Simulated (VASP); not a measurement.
# SnO2 (Cassiterite) (P4_2/mnm) in VASP: a series of runs

One crystal, SnO2 (Cassiterite), is run at these levels: PBEsol; tasks: single point, relaxation of cell and atoms.

Program: VASP 6.6.1. These are calculated values, not measurements. Logs are shortened: lines on timing, memory, paths and dates and some standing lists are left out, and cuts for length are marked.

### Step 1. The structure

Symmetry: P4_2/mnm, No. 136, tetragonal system. The conventional cell has a = 4.769 Å, b = 4.769 Å, c = 3.212 Å, α = 90.00°, β = 90.00°, γ = 90.00°. Sn (site symmetry mmm) is surrounded by 6 O at 2.07 Å. O (site symmetry m2m) has 3 Sn at 2.07 Å as nearest neighbours.

### Step 2. Single point, PBEsol (cell and atoms relaxed tightly for response)

Contents of INCAR:

```
ALGO = Fast ; EDIFF = 1E-6
ENCUT = 520 ; GGA = PS
ISIF = 2 ; ISMEAR = 0
LASPH = True ; LCHARG = True
LELF = True ; LREAL = False
LVHAR = True ; LWAVE = False
NBANDS = 35 ; NELM = 100
PREC = Accurate ; SIGMA = 0.01
```

Contents of KPOINTS:

```
k-points
0
Gamma
  6 6 8
```

Contents of POSCAR:

```
SnO2
1.0
    4.7691315720      0.0000000000      0.0000000000
    0.0000000000      4.7691315720      0.0000000000
    0.0000000000      0.0000000000      3.2120292628
Sn O
2 4
Direct
    0.0000000000      0.0000000000      0.0000000000
    0.5000000000      0.5000000000      0.5000000000
    0.3062736035      0.3062736035      0.0000000000
    0.1937263965      0.8062736035      0.5000000000
    0.6937263965      0.6937263965      0.0000000000
    0.8062736035      0.1937263965      0.5000000000
```

Potentials or basis: VASP PAW PBE potentials, release 64 (Sn_d, O).

Run with:

```sh
$ cat potpaw_PBE.64/Sn_d/POTCAR potpaw_PBE.64/O/POTCAR > POTCAR
$ mpirun -np 1 vasp_std > vasp.out
```

OUTCAR:

```text
EDIFF = 1E-6
   ENCUT = 520
   GGA = PS
   ISIF = 2
   ISMEAR = 0
   LASPH = True
   LREAL = False
   NELM = 100
   PREC = Accurate

 ion  position               nearest neighbor table
   1  0.000  0.000  0.000-   3 2.07   5 2.07   4 2.07   6 2.07   4 2.07   6 2.07   2 3.74   2 3.74
                             2 3.74   2 3.74   2 3.74   2 3.74   2 3.74   2 3.74
   2  0.500  0.500  0.500-   4 2.07   6 2.07   5 2.07   3 2.07   3 2.07   5 2.07   1 3.74   1 3.74
                             1 3.74   1 3.74   1 3.74   1 3.74   1 3.74   1 3.74
   3  0.306  0.306  0.000-   1 2.07   2 2.07   2 2.07
   4  0.194  0.806  0.500-   2 2.07   1 2.07   1 2.07
   5  0.694  0.694  0.000-   1 2.07   2 2.07   2 2.07
   6  0.806  0.194  0.500-   2 2.07   1 2.07   1 2.07

  LATTYP: Found a simple tetragonal cell.
 ALAT       =     4.7691315720
 C/A-ratio  =     0.6735040152

  Lattice vectors:

 A1 = (   4.7691315720,   0.0000000000,   0.0000000000)
 A2 = (   0.0000000000,   4.7691315720,   0.0000000000)
 A3 = (   0.0000000000,   0.0000000000,   3.2120292628)

Analysis of symmetry for initial positions (statically):
=====================================================================
 Subroutine PRICEL returns:
 Original cell was already a primitive cell.

 Routine SETGRP: Setting up the symmetry group for a
 simple tetragonal supercell.

 Subroutine GETGRP returns: Found 16 space group operations
 (whereof  8 operations were pure point group operations)
 out of a pool of 16 trial point group operations.

The static configuration has the point symmetry D_2h.
 The point group associated with its full space group is D_4h.

Analysis of symmetry for dynamics (positions and initial velocities):
=====================================================================
 Subroutine PRICEL returns:
 Original cell was already a primitive cell.

 Routine SETGRP: Setting up the symmetry group for a
 simple tetragonal supercell.

 Subroutine GETGRP returns: Found 16 space group operations
 (whereof  8 operations were pure point group operations)
 out of a pool of 16 trial point group operations.

The dynamic configuration has the point symmetry D_2h.
 The point group associated with its full space group is D_4h.

 Subroutine INISYM returns: Found 16 space group operations
 (whereof  8 operations are pure point group operations),
 and found     1 'primitive' translations

[... 107 lines left out ...]
   NFREE  =      0    steps in history (QN), initial steepest desc. (CG)
   ISIF   =      2    stress and relaxation
   ISYM   =      2    0-nonsym 1-usesym 2-fastsym
   POTIM  = 0.5000    time-step for ionic-motion
   TEBEG  =    0.0;   TEEND  =   0.0 temperature during run
   PSTRESS=    0.0 pullay stress
   NELECT =      52.0000    total number of electrons
   NUPDOWN=      -1.0000    fix difference up-down
   EMIN   =  10.00;   EMAX   =-10.00  energy-range for DOS
   EFERMI =   0.00;   METHOD = LEGACY
   ISMEAR =     0;   SIGMA  =   0.01  broadening in eV -4-tet -1-fermi 0-gaus
   EFERMI_NEDOS =   21; number of points for ismear=-14 and -15
   IALGO  =     68    algorithm
   IMIX   =      4    mixing-type and parameters
     AMIX     =   0.40;   BMIX     =  1.00
     AMIX_MAG =   1.60;   BMIX_MAG =  1.00
  volume/ion in A,a.u.               =      12.18        82.17
  Fermi-wavevector in a.u.,A,eV,Ry     =   1.461694  2.762202 29.069534  2.136550
  Thomas-Fermi vector in A             =   2.577996
   LORBIT       =      0    0 simple, 1 ext, 2 COOP (PROOUT), +10 PAW based schemes
   GGA     = PS    functional components
   LHFCALC =     F    Hartree Fock is set to
   AEXX    =    0.0000 exact exchange contribution
   IVDW    =     0    specifies the selected vdW correction
   LEPSILON=     F    determine dielectric tensor
   LRPA    =     F    only Hartree local field effects (RPA)
 non-spin polarized calculation
 RMM-DIIS sequential band-by-band and
 Gauss-broadening in eV      SIGMA  =   0.01
  energy-cutoff  :      520.00
  volume of cell :       73.06
 maximum number of plane-waves:      1994
 NGX is ok and might be reduce to    36
   NGX = 17   NGY = 17   NGZ = 11

 number of electron      52.0000008 magnetization

 Free energy of the ion-electron system (eV)
  ---------------------------------------------------
  ext. energy  EPLUGINS =         0.00000000
  ---------------------------------------------------
  free energy    TOTEN  =       -39.66992659 eV

  energy without entropy =      -39.66992659  energy(sigma->0) =      -39.66992659

 E-fermi :   5.9165     XC(G=0): -11.4254

 val. band max:        5.7754081300   @ k =   0.0000   0.0000   0.0000
 cond. band min:       6.6893151395   @ k =   0.0000   0.0000   0.0000
 fundamental gap:      0.9139070096
 Fermi energy:         5.9165109434

 k-point     1 :       0.0000    0.0000    0.0000
  band No.  band energies     occupation
      1     -15.2274      2.00000
      2     -14.4779      2.00000
      3     -14.2342      2.00000
      4     -14.2090      2.00000
      5     -14.2090      2.00000
      6     -14.1401      2.00000
[... 901 lines left out ...]
     34      17.8962      0.00000
     35      18.0554      0.00000

 [... further k-points ...]

------------------------ aborting loop because EDIFF is reached ----------------------------------------

  FORCE on cell =-STRESS in cart. coord.  units (eV):
  Direction    XX          YY          ZZ          XY          YZ          ZX
  --------------------------------------------------------------------------------------
  -------------------------------------------------------------------------------------
  Total        0.2475147      0.2475147      0.3897545      0.0000000      0.0000000      0.0000000
  in kB        5.4281708      5.4281708      8.5475890      0.0000000      0.0000000      0.0000000
  external PRESSURE =       6.4679769 kB  Pullay stress =       0.0000000 kB

 VOLUME and BASIS-vectors are now :
 -----------------------------------------------------------------------------
  energy-cutoff  :      520.00
  volume of cell :       73.06
      direct lattice vectors                 reciprocal lattice vectors
     4.769131572  0.000000000  0.000000000     0.209681781  0.000000000  0.000000000
     0.000000000  4.769131572  0.000000000     0.000000000  0.209681781  0.000000000
     0.000000000  0.000000000  3.212029263     0.000000000  0.000000000  0.311329667

 POSITION                                       TOTAL-FORCE (eV/Angst)
 -----------------------------------------------------------------------------------
      0.00000      0.00000      0.00000         0.000000     -0.000000      0.000000
      2.38457      2.38457      1.60601         0.000000     -0.000000      0.000000
      1.46066      1.46066      0.00000        -0.010469     -0.010469     -0.000000
      0.92391      3.84522      1.60601         0.010469     -0.010469      0.000000
      3.30847      3.30847      0.00000         0.010469      0.010469      0.000000
      3.84522      0.92391      1.60601        -0.010469      0.010469      0.000000
 -----------------------------------------------------------------------------------
    total drift:                                0.000000      0.000000      0.000000

  FREE ENERGIE OF THE ION-ELECTRON SYSTEM (eV)
  ---------------------------------------------------
  free  energy   TOTEN  =       -39.6699265877 eV

  energy  without entropy=      -39.6699265877  energy(sigma->0) =      -39.66992659
```

stdout:

```text
POSCAR found type information on POSCAR SnO
 POSCAR found :  2 types and       6 ions
 scaLAPACK will be used
 -----------------------------------------------------------------------------
|                                                                             |
|                                                                             |
|     You enforced a specific xc type in the INCAR file but a different       |
|     I HOPE YOU KNOW WHAT YOU ARE DOING!                                     |
|                                                                             |
 -----------------------------------------------------------------------------

 LDA part: xc-table for (Slater+PW92), standard interpolation
 POSCAR, INCAR and KPOINTS ok, starting setup
 FFT: planning ... GRIDC
 FFT: planning ... GRID_SOFT
 FFT: planning ... GRID
 WAVECAR not read
 entering main loop
WARNING in EDDRMM: call to ZHEGV failed, returncode =   8  4     35
```

Run time: 76 s. Hardware: 1 thread of Intel Xeon Platinum 8488C (Sapphire Rapids), shared host; peak memory 0.23 GiB.

Results:

| Property | Result |
| --- | --- |
| Free energy | -39.6699 eV |
| Pressure | 0.6 GPa |
| Largest force | 0.015 eV/Å |
| Band gap on the k mesh | 0.91 eV, direct |

Forces in eV/Å, atoms in the order of the input:
```
Sn   0.000  0.000  0.000
Sn   0.000  0.000  0.000
O   -0.010 -0.010  0.000
O    0.010 -0.010  0.000
O    0.010  0.010  0.000
O   -0.010  0.010  0.000
```

Stress tensor (GPa, compression positive):
```
0.54 0.00 0.00
0.00 0.54 0.00
0.00 0.00 0.85
```

Caveat: the PAW data sets were made with another functional, which shifts forces and pressure a little; spin-orbit coupling is left out, which moves the levels of the heavy elements.

### Step 3. Single point, PBEsol

Contents of INCAR:

```
  ALGO = Normal
  EDIFF = 1E-6
  ENCUT = 520
  GGA = PS
  ISIF = 2
  ISMEAR = 0
  LASPH = T
  LCHARG = F
  LREAL = F
  LWAVE = F
  NBANDS = 35
  NELM = 100
  PREC = Accurate
  SIGMA = 0.02
```

Contents of KPOINTS:

```
k-points
0
Gamma
  4 4 6
```

Contents of POSCAR:

```
SnO2
1.0
    4.7689900145      0.0000000000      0.0000000000
    0.0000000000      4.7689900145      0.0000000000
    0.0000000000      0.0000000000      3.2120647330
Sn O
2 4
Direct
    0.0000000000      0.0000000000      0.0000000000
    0.5000000000      0.5000000000      0.5000000000
    0.3062763831      0.3062763831      0.0000000000
    0.1937236169      0.8062763831      0.5000000000
    0.6937236169      0.6937236169      0.0000000000
    0.8062763831      0.1937236169      0.5000000000
```

Potentials or basis: VASP PAW PBE potentials, release 64 (Sn_d, O).

Run with:

```sh
$ cat potpaw_PBE.64/Sn_d/POTCAR potpaw_PBE.64/O/POTCAR > POTCAR
$ mpirun -np 1 vasp_std > vasp.out
```

OUTCAR:

```text
EDIFF = 1E-6
   ENCUT = 520
   GGA = PS
   ISIF = 2
   ISMEAR = 0
   LASPH = T
   LREAL = F
   NELM = 100
   PREC = Accurate

 ion  position               nearest neighbor table
   1  0.000  0.000  0.000-   3 2.07   5 2.07   4 2.07   6 2.07   4 2.07   6 2.07   2 3.74   2 3.74
                             2 3.74   2 3.74   2 3.74   2 3.74   2 3.74   2 3.74
   2  0.500  0.500  0.500-   4 2.07   6 2.07   5 2.07   3 2.07   3 2.07   5 2.07   1 3.74   1 3.74
                             1 3.74   1 3.74   1 3.74   1 3.74   1 3.74   1 3.74
   3  0.306  0.306  0.000-   1 2.07   2 2.07   2 2.07
   4  0.194  0.806  0.500-   2 2.07   1 2.07   1 2.07
   5  0.694  0.694  0.000-   1 2.07   2 2.07   2 2.07
   6  0.806  0.194  0.500-   2 2.07   1 2.07   1 2.07

  LATTYP: Found a simple tetragonal cell.
 ALAT       =     4.7689900145
 C/A-ratio  =     0.6735314444

  Lattice vectors:

 A1 = (   4.7689900145,   0.0000000000,   0.0000000000)
 A2 = (   0.0000000000,   4.7689900145,   0.0000000000)
 A3 = (   0.0000000000,   0.0000000000,   3.2120647330)

Analysis of symmetry for initial positions (statically):
[... 186 lines left out ...]
 val. band max:        5.7783149587   @ k =   0.0000   0.0000   0.0000
 cond. band min:       6.6905935781   @ k =   0.0000   0.0000   0.0000
 fundamental gap:      0.9122786195
 Fermi energy:         5.9247214133

 k-point     1 :       0.0000    0.0000    0.0000
  band No.  band energies     occupation
      1     -15.2279      2.00000
      2     -14.4788      2.00000
      3     -14.2354      2.00000
      4     -14.2102      2.00000
      5     -14.2102      2.00000
      6     -14.1412      2.00000
[... 901 lines left out ...]
     34      16.5848      0.00000
     35      18.6095      0.00000

------------------------ aborting loop because EDIFF is reached ----------------------------------------

  FORCE on cell =-STRESS in cart. coord.  units (eV):
  Direction    XX          YY          ZZ          XY          YZ          ZX
  --------------------------------------------------------------------------------------
  -------------------------------------------------------------------------------------
  Total        0.2243765      0.2243765      0.3619026      0.0000000      0.0000000      0.0000000
  in kB        4.9209707      4.9209707      7.9371615      0.0000000      0.0000000      0.0000000
  external PRESSURE =       5.9263676 kB  Pullay stress =       0.0000000 kB

 VOLUME and BASIS-vectors are now :
 -----------------------------------------------------------------------------
  energy-cutoff  :      520.00
  volume of cell :       73.05
      direct lattice vectors                 reciprocal lattice vectors
     4.768990014  0.000000000  0.000000000     0.209688005  0.000000000  0.000000000
     0.000000000  4.768990014  0.000000000     0.000000000  0.209688005  0.000000000
     0.000000000  0.000000000  3.212064733     0.000000000  0.000000000  0.311326229

 POSITION                                       TOTAL-FORCE (eV/Angst)
 -----------------------------------------------------------------------------------
      0.00000      0.00000      0.00000        -0.000000     -0.000000      0.000000
      2.38450      2.38450      1.60603        -0.000000     -0.000000      0.000000
      1.46063      1.46063      0.00000        -0.010541     -0.010541     -0.000000
      0.92387      3.84512      1.60603         0.010541     -0.010541     -0.000000
      3.30836      3.30836      0.00000         0.010541      0.010541      0.000000
      3.84512      0.92387      1.60603        -0.010541      0.010541      0.000000
 -----------------------------------------------------------------------------------
    total drift:                                0.000000      0.000000      0.000000

  FREE ENERGIE OF THE ION-ELECTRON SYSTEM (eV)
  ---------------------------------------------------
  free  energy   TOTEN  =       -39.6684123537 eV

  energy  without entropy=      -39.6684123537  energy(sigma->0) =      -39.66841235
```

stdout:

```text
POSCAR found type information on POSCAR SnO
 POSCAR found :  2 types and       6 ions
 scaLAPACK will be used
 -----------------------------------------------------------------------------
|                                                                             |
|                                                                             |
|     You enforced a specific xc type in the INCAR file but a different       |
|     I HOPE YOU KNOW WHAT YOU ARE DOING!                                     |
|                                                                             |
 -----------------------------------------------------------------------------

 LDA part: xc-table for (Slater+PW92), standard interpolation
 POSCAR, INCAR and KPOINTS ok, starting setup
 FFT: planning ... GRIDC
 FFT: planning ... GRID_SOFT
 FFT: planning ... GRID
 WAVECAR not read
 entering main loop
```

It took 29 s on 1 thread of Intel Xeon Platinum 8488C (Sapphire Rapids), shared host; peak memory 0.19 GiB.

What came out:

- Free energy: -39.6684 eV
- Pressure: 0.6 GPa
- Largest force: 0.015 eV/Å
- Band gap on the k mesh: 0.91 eV, direct

Forces in eV/Å, atoms in the order of the input:
```
Sn   0.000  0.000  0.000
Sn   0.000  0.000  0.000
O   -0.011 -0.011  0.000
O    0.011 -0.011  0.000
O    0.011  0.011  0.000
O   -0.011  0.011  0.000
```

Caveat: the PAW data sets were made with another functional, which shifts forces and pressure a little; spin-orbit coupling is left out, which moves the levels of the heavy elements.

(Part 1 of 2 ends here.)
